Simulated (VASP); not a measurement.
# BN: kinetic-energy density

BN, P6_3mc (no. 186), 4 atoms in the cell. PBE; PAW potentials N, B (PBE set).

## Input

INCAR:
```
SYSTEM = BN
PREC = Accurate
ENCUT = 520
EDIFF = 1E-7
ISMEAR = 0
SIGMA = 0.02
LREAL = .FALSE.
LASPH = .TRUE.
ALGO = Normal
NELM = 100
ISIF = 2
LWAVE = .FALSE.
LCHARG = .TRUE.
LTAU = .TRUE.
```

KPOINTS:
```
k-points
0
Gamma
  10 10 5
```

POSCAR:
```
BN
1.0
    2.5539396017      0.0000000000      0.0000000000
   -1.2769698009      2.2117765748      0.0000000000
    0.0000000000      0.0000000000      4.2268550000
N B
2 2
Direct
    0.3333333333      0.6666666667      0.1252760000
    0.6666666667      0.3333333333      0.6252760000
    0.3333333333      0.6666666667      0.4997240000
    0.6666666667      0.3333333333      0.9997240000
```

Commands:
```
cat potpaw_PBE.64/N/POTCAR potpaw_PBE.64/B/POTCAR > POTCAR
mpirun -np 1 vasp_std > vasp.out
```

## Result

- Kinetic energy of the pseudo orbitals (eV): 404.26

VASP 6.6.1 took 9.7 s on 1 core (Intel Xeon Platinum 8488C (Sapphire Rapids)), a shared host.
